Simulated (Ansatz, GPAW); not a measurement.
# Photoemission of Si(111) with SiCl3 on 25 % of the top atoms and H on the rest, part 3 of 3

Aim: core-level components, unfolded bands and work function of Si(111) with SiCl3 on 25 % of the top atoms and H on the rest.

Ansatz 0.2.0 and GPAW 26.7.0; DFT, PBE, plane-wave PAW, default files, scalar-relativistic (the session's first sound run).

So far, gap on the k-mesh (eV): step 2 (layer-resolved bands, DOS and potential) 1.14.

### Step 3. GPAW: core holes

This step: DFT, PBE, PAW datasets of GPAW, plane waves, scalar-relativistic (GPAW 26.7.0).

Core holes in GPAW use datasets generated with one core electron removed, a separate route to the same levels.

run.py

```python
import json
import numpy as np
from ase import Atoms
from ase.parallel import paropen
from gpaw import GPAW, PW, FermiDirac, Mixer, MixerDif, setup_paths

setup_paths.insert(0, '.')
atoms = Atoms(['Cl', 'Cl', 'Cl', 'Si', 'H', 'H', 'H', 'Si', 'Si', 'Si', 'Si', 'Si', 'Si', 'Si', 'Si', 'Si', 'Si', 'Si', 'Si', 'Si', 'Si', 'Si', 'Si', 'Si', 'Si', 'Si', 'Si', 'Si', 'Si', 'Si', 'Si', 'H', 'H', 'H', 'H'],
              cell=[[7.67918, 0.0, 0.0], [3.83959, 6.650365, 0.0], [0.0, 0.0, 25.368477]],
              scaled_positions=[[0.140738, 0.14608, 0.739185], [0.713183, 0.140738, 0.739185], [0.14608, 0.713183, 0.739185], [0.0, -0.0, 0.70822], [0.503382, -0.007793, 0.671059], [-0.007793, 0.50441, 0.671059], [0.50441, 0.503382, 0.671059], [0.0, -0.0, 0.614325], [0.500313, -0.00098, 0.612129], [-0.00098, 0.500666, 0.612129], [0.500666, 0.500313, 0.612129], [0.83365, 0.332969, 0.582001], [0.333333, 0.333333, 0.582502], [0.83338, 0.83365, 0.582001], [0.332969, 0.83338, 0.582001], [0.83417, 0.331851, 0.488868], [0.333333, 0.333333, 0.48928], [0.83398, 0.83417, 0.488868], [0.331851, 0.83398, 0.488868], [0.167001, 0.166839, 0.457331], [0.66616, 0.167001, 0.457331], [0.166839, 0.66616, 0.457331], [0.666667, 0.666667, 0.457869], [0.166667, 0.166667, 0.36438], [0.666667, 0.166667, 0.36438], [0.166667, 0.666667, 0.36438], [0.666667, 0.666667, 0.36438], [0.0, -0.0, 0.333485], [0.5, -0.0, 0.333485], [0.0, 0.5, 0.333485], [0.5, 0.5, 0.333485], [0.0, -0.0, 0.275933], [0.5, -0.0, 0.275933], [0.0, 0.5, 0.275933], [0.5, 0.5, 0.275933]],
              pbc=(True, True, False))
params = dict(mode=PW(500),
              xc='PBE',
              kpts={'size': (3, 3, 1), 'gamma': True},
              occupations=FermiDirac(0.02),
              nbands=-25,
              maxiter=200,
              txt='gs.txt',
              mixer=Mixer(0.05, 8, 80),
              poissonsolver={'dipolelayer': 'xy'})
atoms.calc = calc = GPAW(**params)
atoms.get_potential_energy()
ef = calc.get_fermi_level()
nk, ns = len(calc.get_ibz_k_points()), calc.get_number_of_spins()
out = dict(free=atoms.get_potential_energy(force_consistent=True), ef=ef, nel=calc.get_number_of_electrons(), cell=atoms.cell[:], frac=atoms.get_scaled_positions(wrap=False),
           eig=[[calc.get_eigenvalues(k, s) for k in range(nk)] for s in range(ns)], forces=atoms.get_forces(apply_constraint=False))
out['v'] = calc.get_electrostatic_potential().mean(axis=(0, 1))
out['site_potential'] = calc.get_atomic_electrostatic_potentials()
e0 = out['free'] + calc.get_reference_energy()
out['levels'] = {}
for i in [3, 7, 19]:
    hole = atoms.copy()
    hole.calc = GPAW(**{**params, 'charge': -1, 'txt': f'hole{i}.txt', 'setups': {**params.get('setups', {}), i: 'hole' + params.get('setups', {}).get(atoms[i].symbol, '')}})
    out['levels'][i] = hole.get_potential_energy(force_consistent=True) + hole.calc.get_reference_energy() - e0
    with paropen('out.json', 'w') as f:
        json.dump(out, f, default=lambda a: a.tolist())
```

The run is started by

```bash
gpaw-setup -f PBE Cl > setup.log
gpaw-setup -f PBE Si > setup.log
gpaw-setup -f PBE H > setup.log
gpaw-setup -f PBE --core-hole=2p,1.0 --name=hole Si > setup.log
OMP_NUM_THREADS=1 mpirun -n 8 gpaw python run.py > run.log
```

Numbers of over 12 decimals in the logs are rounded to 6 here.

Log:

```text
__  _  _
 | _ |_)|_||  |
 |__||  | ||/\| - 26.7.0

units:  Angstrom and eV
cores:  8
OpenMP: True

Versions:

Paths:

Git-hashes:

OMP_NUM_THREADS: 1

Environment variables:
  GPAW_CPUPY:          False
  GPAW_DEBUG:          False
  GPAW_MPI_BACKEND:    cgpaw
  GPAW_MPI_OPTIONS:    None
  GPAW_NO_C_EXTENSION: False
  GPAW_NO_GPU_MPI:     False
  GPAW_TRACE:          False
  GPAW_USE_GPUS:       False

Input parameters:
  mode=PW(ecut=500.0),
  kpts=MonkhorstPack(size=(3, 3, 1), gamma=True),
  maxiter=200,
  mixer=Pulay(name='pulay', nmaxold=8, beta=0.05, weight=80, sigma=0.015, g_ss=None),
  nbands=-25,
  occupations=Occupations(name='fermi-dirac', width=0.02, fixmagmom=False),
  poissonsolver=PoissonSolver(dipolelayer='xy'),
  xc=XC(name='PBE')

Diagonalizing LCAO Hamiltonian
Converting LCAO to pw mode

                   Cl

            ClH       Cl
       Si                Si       Si
              SiH      Si

       Si       SiSi     SiSi     Si

                  Sii      SiSi

            Si        Si
                   Si        Si
              Si       Si
            Si        Si
              H        H
       Si       Si
       H        H

Atoms  # Å, Bohr magnetons
|    | symbol |        x |         y |         z |    initial magnetic moments |
|----|--------|----------|-----------|-----------|-----------------------------|
|  0 |     Cl | 1.641640 |  0.971485 | 18.751998 | ( 0.0000,  0.0000,  0.0000) |
|  1 |     Cl | 6.017037 |  0.935959 | 18.751998 | ( 0.0000,  0.0000,  0.0000) |
|  2 |     Cl | 3.860105 |  4.742927 | 18.751998 | ( 0.0000,  0.0000,  0.0000) |
|  3 |     Si | 0.000000 |  0.000000 | 17.966463 | ( 0.0000,  0.0000,  0.0000) |
|  4 |      H | 3.835639 | -0.051826 | 17.023745 | ( 0.0000,  0.0000,  0.0000) |
|  5 |      H | 1.876884 |  3.354511 | 17.023745 | ( 0.0000,  0.0000,  0.0000) |
|  6 |      H | 5.806236 |  3.347674 | 17.023745 | ( 0.0000,  0.0000,  0.0000) |
|  7 |     Si | 0.000000 |  0.000000 | 15.584490 | ( 0.0000,  0.0000,  0.0000) |
|  8 |     Si | 3.838231 | -0.006517 | 15.528780 | ( 0.0000,  0.0000,  0.0000) |
|  9 |     Si | 1.914827 |  3.329612 | 15.528780 | ( 0.0000,  0.0000,  0.0000) |
| 10 |     Si | 5.765701 |  3.327264 | 15.528780 | ( 0.0000,  0.0000,  0.0000) |
| 11 |     Si | 7.680213 |  2.214365 | 14.764479 | ( 0.0000,  0.0000,  0.0000) |
| 12 |     Si | 3.839586 |  2.216786 | 14.777189 | ( 0.0000,  0.0000,  0.0000) |
| 13 |     Si | 9.600549 |  5.544077 | 14.764479 | ( 0.0000,  0.0000,  0.0000) |
| 14 |     Si | 5.756766 |  5.542281 | 14.764479 | ( 0.0000,  0.0000,  0.0000) |
| 15 |     Si | 7.679913 |  2.206930 | 12.401837 | ( 0.0000,  0.0000,  0.0000) |
| 16 |     Si | 3.839586 |  2.216786 | 12.412288 | ( 0.0000,  0.0000,  0.0000) |
| 17 |     Si | 9.607153 |  5.547535 | 12.401837 | ( 0.0000,  0.0000,  0.0000) |
| 18 |     Si | 5.750485 |  5.546271 | 12.401837 | ( 0.0000,  0.0000,  0.0000) |
| 19 |     Si | 1.923024 |  1.109540 | 11.601791 | ( 0.0000,  0.0000,  0.0000) |
| 20 |     Si | 5.756778 |  1.110618 | 11.601791 | ( 0.0000,  0.0000,  0.0000) |
| 21 |     Si | 3.838968 |  4.430207 | 11.601791 | ( 0.0000,  0.0000,  0.0000) |
| 22 |     Si | 7.679184 |  4.433579 | 11.615439 | ( 0.0000,  0.0000,  0.0000) |
| 23 |     Si | 1.919799 |  1.108396 |  9.243766 | ( 0.0000,  0.0000,  0.0000) |
| 24 |     Si | 5.759389 |  1.108396 |  9.243766 | ( 0.0000,  0.0000,  0.0000) |
| 25 |     Si | 3.839594 |  4.433579 |  9.243766 | ( 0.0000,  0.0000,  0.0000) |
| 26 |     Si | 7.679184 |  4.433579 |  9.243766 | ( 0.0000,  0.0000,  0.0000) |
| 27 |     Si | 0.000000 |  0.000000 |  8.460007 | ( 0.0000,  0.0000,  0.0000) |
| 28 |     Si | 3.839590 |  0.000000 |  8.460007 | ( 0.0000,  0.0000,  0.0000) |
| 29 |     Si | 1.919795 |  3.325182 |  8.460007 | ( 0.0000,  0.0000,  0.0000) |
| 30 |     Si | 5.759385 |  3.325182 |  8.460007 | ( 0.0000,  0.0000,  0.0000) |
| 31 |      H | 0.000000 |  0.000000 |  7.000000 | ( 0.0000,  0.0000,  0.0000) |
| 32 |      H | 3.839590 |  0.000000 |  7.000000 | ( 0.0000,  0.0000,  0.0000) |
| 33 |      H | 1.919795 |  3.325182 |  7.000000 | ( 0.0000,  0.0000,  0.0000) |
| 34 |      H | 5.759385 |  3.325182 |  7.000000 | ( 0.0000,  0.0000,  0.0000) |

Unit cell  # Å
| periodic |        x |        y |         z |   lengths |    angles |
|----------|----------|----------|-----------|-----------|-----------|
|      yes | 7.679180 | 0.000000 |  0.000000 |  7.679180 | 90.000000 |
|      yes | 3.839590 | 6.650365 |  0.000000 |  7.679180 | 90.000000 |
|       no | 0.000000 | 0.000000 | 25.368477 | 25.368477 | 60.000000 |

Number of symmetries: 1
Symmetry operations  # r_c * U_cc + t_c -> r_c
|   | kind |            matrix            |
|---|------|------------------------------|
| 0 |  E   |  1, 0, 0,  0, 1, 0,  0, 0, 1 |

BZ-sampling:
  Number of BZ points: 9
  Number of IBZ points: 5

  Monkhorst-Pack size: [3, 3, 1]
  Monkhorst-Pack shift: [0, 0, 0]

K-points  # in reciprocal-cell coordinates
|   |                                coordinates |     weight |
|---|--------------------------------------------|------------|
| 0 | (  0.00000000,   0.00000000,   0.00000000) | 0.11111111 |
| 1 | (  0.00000000,   0.33333333,   0.00000000) | 0.22222222 |
| 2 | (  0.33333333,  -0.33333333,   0.00000000) | 0.22222222 |
| 3 | (  0.33333333,   0.00000000,   0.00000000) | 0.22222222 |
| 4 | (  0.33333333,   0.33333333,   0.00000000) | 0.22222222 |

Plane wave coefficients: 32928
Cutoff: 500.0 eV

Spin-components: 1 (collinear spins)
Bands:           89
Projectors:      161
Spin-degeneracy: 2
Datatype:        complex128

  Storage: CPU
  Wave functions: 233_272_560 bytes (29_159_070 per core)
  Projectors: 149_399_280 bytes (18_674_910 per core)

Parallelization:
  kpt:    1
  domain: 8
  band:   1

Density:
  Valence electrons: 128.0
  Components: 1
  Grid points: [ 40  40 135]
  Charge: 0.0  # |e|

Potential:
  Grid points: [ 40  40 135]

species:
  Cl:
    name:    Chlorine
    Z:       17.0
    valence: 7
    core:    10
    charge:  0.0  # [|e|]
    compensation charges:
      type: gauss
      rc: 0.25  # [Å]
      lmax: 2
    cutoffs:
      filter: 1.40  # [Å]
      core: 1.49  # [Å]
    projectors
    | kind |    occ | energy [eV] | rcut [Å] |
    |------|--------|-------------|----------|
    |   3s |  2.000 |     -20.688 |    0.794 |
    |   3p |  5.000 |      -8.595 |    0.794 |
    |    s |        |       6.523 |    0.794 |
    |    p |        |      18.617 |    0.794 |
    |    d |        |       0.000 |    0.794 |

    Using partial waves for Cl as LCAO basis

  Si:
    name:    Silicon
    Z:       14.0
    valence: 4
    core:    10
    charge:  0.0  # [|e|]
    compensation charges:
      type: gauss
      rc: 0.33  # [Å]
      lmax: 2
    cutoffs:
      filter: 1.86  # [Å]
      core: 2.06  # [Å]
    projectors
    | kind |    occ | energy [eV] | rcut [Å] |
    |------|--------|-------------|----------|
    |   3s |  2.000 |     -10.812 |    1.058 |
    |   3p |  2.000 |      -4.081 |    1.058 |
    |    s |        |      16.399 |    1.058 |
    |    p |        |      23.131 |    1.058 |
    |    d |        |       0.000 |    1.058 |

    Using partial waves for Si as LCAO basis

  H:
    name:    Hydrogen
    Z:       1.0
    valence: 1
    core:    0
    charge:  0.0  # [|e|]
    compensation charges:
      type: gauss
      rc: 0.15  # [Å]
      lmax: 2
    cutoffs:
      filter: 0.85  # [Å]
      core: 0.53  # [Å]
    projectors
    | kind |    occ | energy [eV] | rcut [Å] |
    |------|--------|-------------|----------|
    |   1s |  1.000 |      -6.494 |    0.476 |
    |    s |        |      20.717 |    0.476 |
    |    p |        |       0.000 |    0.476 |

    Using partial waves for H as LCAO basis

Reference energy: -234910.892645  # eV

eigensolver:
  PPCG
  Converge bands: occupied
  niter=2

density mixing:
  Pulay-Mixer
  Linear mixing parameters: 0.05
  Old densities: 8
  Fourier metric: weight=80, sigma=0.015

occupation numbers:
  Fermi-Dirac:
    width: 0.0200  # eV

<gpaw.new.pw.poisson.DipoleLayerPWPoissonSolver object at 0x487a53c41730>
xc functional:
  name: PBE with 2 nearest neighbor stencil

Initialization done in: 6.467 s

convergence criteria:
- Maximum [total energy] change in last 3 cyles: 0.0005 eV / valence electron
- Maximum integral of absolute [dens]ity change: 0.0001 electrons / valence electron
- Maximum integral of absolute [eigenst]ate change: 4e-08 eV^2 / valence electron
maximum number of iterations: 200

SCF iterations
|iter     |     time |      energy | eigst |  dens |
|---------|----------|-------------|-------|-------|
|iter:   1|       0s | -171.401287 | +0.11 |       |
|iter:   2|       6s | -171.016362 | -1.36 | -0.81 |
|iter:   3|      12s | -169.249503 | -1.90 | -0.83 |
|iter:   4|      19s | -168.531094 | -2.74 | -0.96 |
|iter:   5|      25s | -167.629531 | -1.92 | -1.02 |
|iter:   6|      31s | -167.567764 | -2.97 | -1.62 |
|iter:   7|      37s | -167.646040 | -2.67 | -1.64 |
|iter:   8|      43s | -167.571450 | -3.29 | -1.89 |
|iter:   9|      49s | -167.551358 | -3.85 | -2.08 |
|iter:  10|      55s | -167.551399c| -4.09 | -2.24 |
|iter:  11|      61s | -167.548543c| -4.79 | -2.54 |
|iter:  12|      68s | -167.547778c| -4.67 | -2.69 |
|iter:  13|      74s | -167.547746c| -5.86 | -3.17 |
|iter:  14|      80s | -167.547734c| -5.71 | -3.19 |
|iter:  15|      86s | -167.547719c| -6.45 | -3.66 |
|iter:  16|      92s | -167.547723c| -7.40c| -3.76 |
|iter:  17|      98s | -167.547724c| -7.67c| -3.86 |
|iter:  18|     105s | -167.547725c| -7.80c| -3.93 |
|iter:  19|     108s | -167.547725c| -7.86c| -4.18c|

Converged in 19 steps
SCF loop duration: 114.151 s (6.008 s/step)
Energy contributions relative to reference atoms: (reference = -234910.892645)

Energy contributions:
  Kinetic:         226.379978
  Coulomb:        -209.300728
  Zero:             -0.274929
  External:          0.000000
  Xc:             -184.352047
  Entropy:          -0.000000
  Spinorbit:         0.000000
  ----------------------------
  Free energy:    -167.547725
  Extrapolated:   -167.547725

dipole moment: (-87.706514, -50.637369, -0.202614)  # |e|*Ang

Fermi level: 0.082
Eigenvalues  # (at kpt = [0.000, 0.000, 0.000])
| band index |      eig [eV] | occ [0-2] |
|------------|---------------|-----------|
|          0 |       -17.204 |     2.000 |
|        ... |               |           |
|         56 |        -1.821 |     2.000 |
|         57 |        -1.627 |     2.000 |
|         58 |        -1.382 |     2.000 |
|         59 |        -1.382 |     2.000 |
|         60 |        -0.981 |     2.000 |
|         61 |        -0.981 |     2.000 |
|         62 |        -0.536 |     2.000 |
|         63 |        -0.536 |     2.000 |
|         64 |         0.600 |     0.000 |
|         65 |         0.600 |     0.000 |
|         66 |         0.600 |     0.000 |
|         67 |         1.112 |     0.000 |
|         68 |         1.116 |     0.000 |
|         69 |         1.116 |     0.000 |
|         70 |         1.252 |     0.000 |
|         71 |         1.252 |     0.000 |
|        ... |               |           |
|         88 |         3.135 |     0.000 |

Gap: 1.136 eV
Transition (v -> c):
  (s=0, k=0, n=63, [0.00, 0.00, 0.00]) -> (s=0, k=0, n=64, [0.00, 0.00, 0.00])
No difference between direct/indirect transitions
vacuum-level: 4.508  # V
Workfunctions: 4.784, 4.068 eV (top, bottom)

Forces  # eV/Ang
|        x |        y |        z |
|----------|----------|----------|
|  0.07357 |  0.04089 |  0.03255 |  # Cl   0
| -0.07226 |  0.04332 |  0.03258 |  # Cl   1
| -0.00139 | -0.08411 |  0.03257 |  # Cl   2
|  0.00008 | -0.00008 | -0.08916 |  # Si   3
|  0.00023 | -0.00010 |  0.04492 |  # H    4
| -0.00023 | -0.00009 |  0.04492 |  # H    5
|  0.00002 |  0.00030 |  0.04492 |  # H    6
| -0.00005 | -0.00001 | -0.00094 |  # Si   7
|  0.00036 | -0.00065 | -0.02469 |  # Si   8
| -0.00072 |  0.00001 | -0.02469 |  # Si   9
|  0.00036 |  0.00062 | -0.02470 |  # Si  10
|  0.00064 | -0.00603 |  0.00251 |  # Si  11
| -0.00000 | -0.00001 | -0.00065 |  # Si  12
|  0.00495 |  0.00356 |  0.00251 |  # Si  13
| -0.00551 |  0.00247 |  0.00249 |  # Si  14
| -0.00020 |  0.00303 |  0.00112 |  # Si  15
[...]
|  0.00005 |  0.00004 |  0.89139 |  # Si  27
| -0.00038 |  0.01007 |  0.88364 |  # Si  28
|  0.00896 | -0.00460 |  0.88364 |  # Si  29
| -0.00843 | -0.00535 |  0.88365 |  # Si  30
| -0.00000 | -0.00004 | -0.82933 |  # H   31
|  0.00032 | -0.00549 | -0.83096 |  # H   32
| -0.00489 |  0.00241 | -0.83096 |  # H   33
|  0.00456 |  0.00298 | -0.83096 |  # H   34

Force computation time: 1.992  # s

timing:  # [seconds]
  Total:  557.270  # ━━━━━━━━━━━━━━━━━━━━━━━━━━━━━━━━━━━━━━━━━━━━━━━━━━━━━━━━
  Init:     6.012  # ╸
  SCF:    114.151  # ━━━━━━━━━━━╸
  Forces:   1.992  #

Max RSS: 606.020  # MiB
```

Wall time 9.3 min (8 MPI ranks of Arm Neoverse V1, shared host); 75 min of CPU time.

This step gave:

```yaml
free_energy: -167.5477 eV
fermi_energy: 0.08240 eV
gap_on_the_k_mesh: 1.136 eV
ionisation_potential_upper_face: 5.403 eV
upper_vacuum_level_less_the_lowest_empty_level_kohn_sham_affinity: 4.267 eV
ionisation_potential_lower_face: 4.686 eV
```

The planar mean, electrostatic potential oscillates, so the rows of the table below give means over windows of 1 Å about each position, cut where the curve ends. Its maxima inside the range that stand out by 2 % of the span (Å: eV): 10.4: 2.14, 13.6: 2.13, 16.7: 2.60. Its minima: 8.6: -11.7, 12.2: -11.6, 14.9: -11.8, 18.7: -7.72.

From the valence-band maximum. Table of planar mean, electrostatic potential by z; means over each step:

| z (Å) | planar mean, electrostatic potential (eV) |
| --- | --- |
| 0 | 4.82 |
| 1 | 4.69 |
| 2 | 4.69 |
| 3 | 4.69 |
| 4 | 4.69 |
| 5 | 4.68 |
| 6 | 4.49 |
| 7 | 2.79 |
| 8 | -4.33 |
| 9 | -11.0 |
| 10 | -0.924 |
| 11 | -2.57 |
| 12 | -11.2 |
| 13 | -2.67 |
| 14 | -0.838 |
| 15 | -11.1 |
| 16 | -4.36 |
| 17 | 2.37 |
| 18 | -0.605 |
| 19 | -3.25 |
| 20 | 4.76 |
| 21 | 5.38 |
| 22 | 5.40 |
| 23 | 5.40 |
| 24 | 5.40 |
| 25 | 5.35 |

Levels are total-energy differences with one electron taken from the core. The electron stays in the lowest empty state, so these are excitation energies, not binding energies. The hole's nearest image is 7.7 Å away, and the holes carry no spin, so absolute levels are rough.

| atom | region | shell | level (eV) | shift (eV) | j lines (eV) | doubts |
| --- | --- | --- | --- | --- | --- | --- |
| Si4 | adsorbate | 2p | 103.64 | +2.81 | - | - |
| Si8 | layer 1 | 2p | 101.11 | +0.28 | - | - |
| Si20 | middle | 2p | 100.83 | +0.00 | - | - |

Levels of p, d and f shells are means over their two j lines, weighted by degeneracy; the splitting comes from the atom's own solve. Shifts count from the last listed atom of each element. With the electron kept in the cell, its attraction to the hole differs by site and enters these shifts.

The Si 2p lines of the listed atoms alone (other atoms of the cell aren't counted), as Gaussians 0.3 eV wide, no depth weighting. The intensity by Si 2p level; read off at these points:

Si 2p level (eV), intensity (%) and a bar:
```
   100.20          0 
   100.40          0 
   100.60         18 ######
   100.80         92 ############################
   101.00         97 #############################
   101.08        100 ##############################
   101.20         72 ######################
   101.40          7 ##
   101.60          0 
   101.80          0 
   102.00          0 
   102.20          0 
   102.40          0 
   102.60          0 
   102.80          0 
   103.00          0 
   103.20          0 
   103.40         16 #####
   103.60         86 ##########################
   103.63         90 ###########################
   103.80         39 ############
   104.00          2 
   104.20          0
```

### Step 4. One cell, several programs

Each program ran the same cell and functional with its own potentials and basis. Levels are from each run's zero of energy.

| quantity | Ansatz | GPAW |
| --- | --- | --- |
| ionisation potential, upper face (eV) | 5.41 | 5.40 |
| level at K (eV) | -2.27 | - |
| level at K (eV) | -2.26 | - |
| level at K (eV) | 2.35 | - |
| level at K (eV) | 2.39 | - |
| level at Γ (eV) | -1.09 | - |
| level at Γ (eV) | -0.84 | - |
| level at Γ (eV) | -0.45 | - |
| level at Γ (eV) | 0.00 | - |
| level at M (eV) | -1.29 | - |
| level at M (eV) | 1.14 | - |
| level at M (eV) | 1.65 | - |
| level at M (eV) | 1.79 | - |

### Step 5. Results

```
ionisation potential                                            : 5.41 eV (upper face; lower face 4.69 eV)
electron affinity (Kohn–Sham)                                   : 4.27 eV (slab's lowest empty level against the upper vacuum)
Si core shifts among the listed atoms, from the last listed one : +0.00 to +2.81 eV
```

In words: The valence top of Si(111) with SiCl3 on 25 % of the top atoms and H on the rest lies 5.41 eV (upper face; lower face 4.69 eV) below the vacuum and the lowest empty level 4.27 eV below the vacuum of the upper face. Only the strongest levels a point were stored, too few to count surface states. The upper face's value lies 0.71 eV above that of the hydrogen-covered lower face; the difference is the dipole step of the groups. Core shifts: Si +0.00 to +2.81 eV. Among the sites run, the most bound Si 2p level is that of Si4 (adsorbate), bonded to 3 Cl and 1 Si; the least bound, 2.81 eV shallower, that of Si20 (middle), bonded to 4 Si. That is the order that electronegative neighbours give as a rule, though screening of the hole enters too. These are excitation energies with the electron kept in the cell, so its attraction to the hole, which differs by site, enters the order. At 21.2 eV the valence spectrum has its highest listed peaks within 10.8 eV at 2.9 eV (Cl 3p), 3.7 eV (Cl 3p) and 5.5 eV (Cl 3p). At 1486.7 eV the valence spectrum has its highest listed peaks within 13 eV at 2.9 eV (Cl 3p), 3.7 eV (Cl 3p), 5.5 eV (Cl 3p), 6.5 eV (Si 3s) and 9.1 eV (Si 3s), and the deeper Cl 3s line at 15.8 eV is higher still. The shell named is the one with most of the intensity, cross sections included, not always the one with most states there. In the main run, from 1486.7 eV towards hard X-rays the Si 3s share grows by 17 points, as its cross section falls more slowly with photon energy than those of the shells it gains on. The plane-wave programs agree on the ionisation potential, upper face to 0.01 eV. The spectra rest on a 3×3×1 mesh, so closely spaced maxima can be ripples of the mesh. The slab's own atoms span 7.1 Å, so bulk bands appear as a few quantum-well levels, and states of the two faces can mix. The affinity uses the Kohn–Sham gap, which is too small, so the true affinity is lower and the true ionisation potential usually higher.

[Logs are printed without paths, hosts, clocks, repeated set-up lines and the standing remarks that a program may print on its own settings, such as how far it seeks lower states.]

[Hosts, paths, dates, database ids (printed as entryN), source tags and the programs' standing remarks are cut or masked in the printed files.]

[Maps of the electrostatic potential energy from Ansatz leave out the sawtooth potential of an applied field or a dipole correction, so their vacuum need not be flat; work functions include it.]
